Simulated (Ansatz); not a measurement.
Crystal: La.

```
La
1.0
    -2.12383    2.12383    2.12383
     2.12383   -2.12383    2.12383
     2.12383    2.12383   -2.12383
La
1
Direct
  0.00000 0.00000 0.00000
```

This isn't the form of La at room conditions, which is double hcp.

Program: Ansatz 0.2.0. Alike in all runs: potentials or basis all-electron LAPW, scalar-relativistic; no spin polarisation; cell as given; k mesh 9 × 9 × 9; basis error allowed 0.001 eV/atom.

Problem. Order these runs on this cell by their pressure, lowest first.
A. level PBEsol+U; U La f U = 6 eV; cutoff (eV) 123; smearing gaussian 0.05 eV
B. level RPBE; cutoff (eV) 124; smearing gaussian 0.1 eV
C. level LDA; cutoff (eV) 123; smearing gaussian 0.1 eV

Solution. C (-3.8 GPa), A (-1.3 GPa), B (0.7 GPa).

Caveats: U is the effective U less J, on atomic orbitals that reach past the spheres (some runs); U without spin polarisation on a metal has little footing (some runs); the U is typed as a test and isn't derived for this compound (some runs).
